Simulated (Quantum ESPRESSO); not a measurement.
**HfC: phonon spectrum and thermodynamics under several settings**

```
Hf C
1.0
     0.00000    2.32500    2.32500
     2.32500    0.00000    2.32500
     2.32500    2.32500    0.00000
Hf C
1 1
Direct
  0.50000 0.50000 0.50000
  0.00000 0.00000 0.00000
```

All runs used Quantum ESPRESSO 7.5; k mesh 8 × 8 × 8; relaxed cell; no spin polarisation; cutoff 1116 eV; occupations cold, width 0.2 eV; q mesh 2 × 2 × 2.

| level | potentials | volume (Å³/atom) | highest frequency (cm⁻¹) | zero-point energy (meV/atom) | entropy at room temperature (k_B/atom) |
| --- | --- | --- | --- | --- | --- |
| LDA | PseudoDojo 0.4.1 SR LDA standard | 11.87 | 720 | 69.6 | 2.27 |
| PBE | PseudoDojo 0.4.1 SR PBE standard | 12.58 | 687 | 65.6 | 2.41 |
| PBEsol | PseudoDojo 0.4.1 SR PBEsol standard | ? | ? | ? | ? |

**Question.** What stands in the row left open?

**Answer.** Volume 12.24 Å³/atom; highest frequency 701 cm⁻¹; zero-point energy 67.6 meV/atom; entropy at room temperature 2.34 k_B/atom.

Caveats: the mesh is thin for the phonons of a metal.

For the row left open. Caveat: the mesh is thin for the phonons of a metal; the q mesh is small, so phonon branches between its points and thermal values are rough.
